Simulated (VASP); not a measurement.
Here is a VASP 6.6.1 calculation.

Contents of INCAR:

```
  ALGO = Normal
  EDIFF = 1E-7
  EDIFFG = -0.005
  ENCUT = 600
  IBRION = 2
  ISIF = 3
  ISMEAR = 0
  LASPH = T
  LCHARG = F
  LMIXTAU = T
  LREAL = F
  LWAVE = F
  METAGGA = R2SCAN
  NELM = 80
  NSW = 90
  PREC = Accurate
  SIGMA = 0.03
```

KPOINTS

```
k-points
0
Gamma
  10 10 10
```

The input POSCAR:

```
InAs                                    
1.0
    0.0000000000      3.0551307112      3.0551307112
    3.0551307112      0.0000000000      3.0551307112
    3.0551307112      3.0551307112      0.0000000000
  In              As            
     1     1
Direct
     0.0000000000000000    0.0000000000000000    0.0000000000000000
     0.2500000000000000    0.2500000000000000    0.2500000000000000
```

Potentials or basis: VASP PAW PBE potentials, release 64 (In_d, As).

Launch:

```sh
$ cat potpaw_PBE.64/In_d/POTCAR potpaw_PBE.64/As/POTCAR > POTCAR
$ mpirun -np 1 vasp_std > vasp.out
```

(1) Predict the band gap on the k mesh.

## Answers

(1) 0.08 eV, direct.

Caveat: the relaxation stopped at its first step, so nothing moved; spin-orbit coupling is left out, which moves the levels of the heavy elements.
